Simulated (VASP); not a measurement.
Set up this calculation in VASP 6.6.1, as the native input.

| Item | Value |
| --- | --- |
| Task | band structure |
| Functional | HSE06 |
| Potentials or basis | VASP PAW PBE potentials, release 64 (Ge_d) |
| Cutoff | 520 eV |
| k mesh | 6 × 6 × 6 |
| Occupations | gaussian, width 0.03 eV |
| Spin | no spin polarisation |
| Grid for exact exchange (PRECFOCK) | Fast |
| Screening parameter | 0.2 1/A |
| Further INCAR settings | ALGO = Normal; EDIFF = 1e-06; NBANDS = 21 |

Crystal: Ge.

```
Ge
1.0
     0.00000    2.83675    2.83675
     2.83675    0.00000    2.83675
     2.83675    2.83675    0.00000
Ge
2
Direct
  0.75000 0.75000 0.75000
  0.50000 0.50000 0.50000
```

The cell was built by a generator and needn't be a form met in nature.

One way to write it, as run:

POSCAR

```
Ge                                      
1.0
    0.0000000000      2.8367480132      2.8367480132
    2.8367480132      0.0000000000      2.8367480132
    2.8367480132      2.8367480132      0.0000000000
  Ge            
     2
Direct
     0.7500000000000000    0.7500000000000000    0.7500000000000000
     0.5000000000000000    0.5000000000000000    0.5000000000000000
```

INCAR.step1

```
  PREC = Accurate
  ENCUT = 520
  EDIFF = 1E-5
  ISMEAR = 0
  SIGMA = 0.03
  LREAL = F
  LASPH = T
  NELM = 80
  ALGO = Normal
  ISIF = 2
  LWAVE = T
  LCHARG = F
  NBANDS = 21
  KPAR = 2
  GGA = PE
```

INCAR.step2

```
  PREC = Accurate
  ENCUT = 520
  EDIFF = 1E-6
  ISMEAR = 0
  SIGMA = 0.03
  LREAL = F
  LASPH = T
  NELM = 80
  ALGO = Normal
  ISIF = 2
  LWAVE = F
  LCHARG = F
  GGA = PE
  LHFCALC = T
  HFSCREEN = 0.2
  PRECFOCK = Fast
  NBANDS = 21
  KPAR = 2
  ISTART = 1
```

KPOINTS

```
Automatic mesh
0
Gamma
  6 6 6
```

KPOINTS_OPT

```
explicit points
9
Reciprocal
 0.0000000000  0.0000000000  0.0000000000 1
 0.3750000000  0.3750000000  0.7500000000 1
 0.5000000000  0.5000000000  0.5000000000 1
 0.6250000000  0.2500000000  0.6250000000 1
 0.5000000000  0.2500000000  0.7500000000 1
 0.5000000000  0.0000000000  0.5000000000 1
 0.4000000000  0.0000000000  0.4000000000 1
 0.4250000000  0.0000000000  0.4250000000 1
 0.4500000000  0.0000000000  0.4500000000 1
```

Potentials or basis: VASP PAW PBE potentials, release 64 (Ge_d).

The run is started by

```bash
$ cat potpaw_PBE.64/Ge_d/POTCAR > POTCAR
$ cp INCAR.step1 INCAR
$ mpirun -np 2 vasp_std > vasp.out
$ cp INCAR.step2 INCAR
$ mpirun -np 2 vasp_std > vasp.out
```

It gave:

```
Pressure                : 0.4 GPa
Band gap on the k mesh  : 0.80 eV, indirect (least direct gap 0.81 eV)
Band gap along the path : 0.80 eV, indirect (least direct gap 0.81 eV)
```

Caveat: the PAW data sets were made with another functional, which shifts forces and pressure a little.

Wall time 53 min on 2 MPI ranks on Intel(R) Xeon(R) Platinum 8488C (Sapphire Rapids), with other jobs on the host, peak memory 0.3 GiB a rank.
